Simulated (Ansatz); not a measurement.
An Ansatz run on BeTe built on the zincblende prototype left the output below. The cell was relaxed with r2SCAN and then strained (isotropic +2.0 % on every length), with the atoms relaxed again with r2SCAN; k points keep the names of the unstrained zone.

Structure:
```cif
data_structure
_symmetry_space_group_name_H-M 'P 1'
_symmetry_Int_Tables_number 1
_cell_length_a 4.0803
_cell_length_b 4.0803
_cell_length_c 4.0803
_cell_angle_alpha 60.000
_cell_angle_beta 60.000
_cell_angle_gamma 60.000
_cell_volume 48.03
loop_
_atom_site_label
_atom_site_type_symbol
_atom_site_fract_x
_atom_site_fract_y
_atom_site_fract_z
_atom_site_occupancy
Be1 Be 0.00000 0.00000 0.00000 1
Te1 Te 0.25000 0.25000 0.25000 1
```

Main lines of the log:
```
scf.n_extra_bands = 4 over 9 filled bands (N_el = 18.0): the run solves 13 bands
Crystal: 2 atoms, lattice volume = 48.035 Å³
Basis set: ecut = 420 eV, 941 PW (Γ)
Bands: 13, of which v1, the nominal top of the filled ones, is band 9 counted from 1 (8 counted from 0)
Symmetry: 24 space group operations
Space group: F-43m (ITA 216)
k-points: 16 of 216 (time reversal used)
[warm-up without exact exchange]
SCF 1 stopped early in 2 iterations: F = -7073.416295 eV  dr2 = 1.13e-5
[exact exchange on]
Exchange kernel: α = 0.2500, screened, ω = 0.2079 Å⁻¹, Wigner–Seitz truncation, v(0) = 1046.7103 eV·Å³, q-mesh 6×6×6
SCF 2 stopped early in 6 iterations: F = -7078.137809 eV  dr2 = 9.05e-7
hybrid outer 1: dexx = +2.636e-3 eV, tail = 4.85e-5 eV
SCF 3 converged in 3 iterations: F = -7078.137928 eV  dr2 = 1.12e-8
hybrid outer 2: dexx = +9.546e-8 eV, tail = 2.70e-8 eV, Δε = 1.36e-3 eV
Free energy (F): -7078.137928 eV
Fermi energy:    6.010546 eV
--- Per-component energies (eV) ---
  E_band       = -316.288012
  E_kinetic    = 197.677186
  E_local      = -1429.041203
  E_nonlocal   = -306.942594
  E_hartree    = 881.926860
  E_xc         = -115.443534
  E_vxc        = -99.600634
  E_exx        = -47.778198
  E_paw        = -4706.949255
  E_vpaw       = -346.679840
  E_ewald      = -1551.397754
  E_core_change = -0.189276
--- Forces (eV/Å), atoms counted from 1 ---
  atom   1  Be      0.00000      0.00000      0.00000
  atom   2  Te      0.00000      0.00000      0.00000
--- Stress (GPa, compression-positive) ---
       -3.858796       0.000000       0.000000
        0.000000      -3.858796       0.000000
        0.000000       0.000000      -3.858796
  P = ⅓ Tr σ = -3.8588 GPa (-38.588 kbar)
--- Band table (eV; the first three rows and the last of 16) ---
  k-point 0: bands = […, -32.3829, -32.3829, -6.9795, 6.0105, 6.0105, 6.0105, 10.2427, 10.5344, 10.5344, 10.5344]
  k-point 1: bands = […, -32.3828, -32.3828, -6.7179, 4.0345, 5.6599, 5.6599, 10.1762, 11.0584, 11.0584, 12.3717]
  k-point 2: bands = […, -32.3824, -32.3824, -6.0713, 1.5075, 5.1291, 5.1291, 9.8389, 11.5310, 11.5310, 14.6685]
  k-point 15: bands = […, -32.3836, -32.3813, -5.1310, 1.0959, 2.6929, 3.0258, 10.5478, 11.1083, 14.1928, 14.4847]
```

Levels at the listed points, from bands.tsv (eV from the Fermi energy, bands near the gap, counted from 0):
```tsv
# k_distance	band_4	band_5	band_6	band_7	band_8	band_9	band_10	band_11	band_12
# fermi_ev = 6.010546
# [0, 0, 0] at k_distance = 0.000000
# [-0.5, -0.5, 0] at k_distance = 1.088866
# [-0.375, -0.375, 0.25] at k_distance = 1.473839
# [-0.375, 0, 0.375] at k_distance = 2.140630
# [0, 0, 0.5] at k_distance = 2.807422
# [-0.5, -0.25, 0.25] at k_distance = 3.577367
# [0, 0.5, 0.5] at k_distance = 4.794756
# levels_relative_to = fermi_ev
0.000	-38.393	-12.990	0.000	0.000	0.000	4.232	4.524	4.524	4.524
1.089	-38.391	-11.164	-5.244	-2.593	-2.593	2.835	3.463	10.604	10.604
1.474	-38.392	-11.189	-4.895	-3.789	-2.177	3.537	6.104	8.803	9.003
2.141	-38.392	-11.189	-4.895	-3.789	-2.177	3.537	6.104	8.803	9.003
2.807	-38.393	-11.653	-5.612	-1.097	-1.097	3.696	5.503	5.503	8.807
3.577	-38.392	-11.134	-4.737	-3.608	-3.098	6.043	6.457	6.520	6.888
4.795	-38.391	-11.164	-5.244	-2.593	-2.593	2.835	3.463	10.604	10.604
```
In order the rows are Γ, X, U, K, L, W, X.

Q: Which of these blocks stood in the input: relax, gw, phonons, dielectric, magnetization (spin_orbit)?

A: None of them. A single point prints forces and stress when the output block asks for them.

Q: Which k mesh was typed?

A: 6×6×6, Γ-centred.

Q: How were the bands filled?

A: Fixed occupations.

Q: Which functional?

A: HSE06. The exchange loop and the term E_exx show exact exchange. The lines shown narrow the functional down without fixing it; this is the one that was run.

It took 35 s on 1 × NVIDIA H100 80GB HBM3 with 2 threads of AMD EPYC 7R13 Processor (Zen 3), with other jobs on the host; peak host memory 2.1 GiB.

No spin polarisation and no zero-point or thermal motion.

Spin-orbit coupling is left out, which matters wherever the heavy atoms make up the band edges.

The stress of a hybrid is loosely converged in these runs.

The meshes of the hybrids are coarse, so their gaps aren't converged to the digits shown.
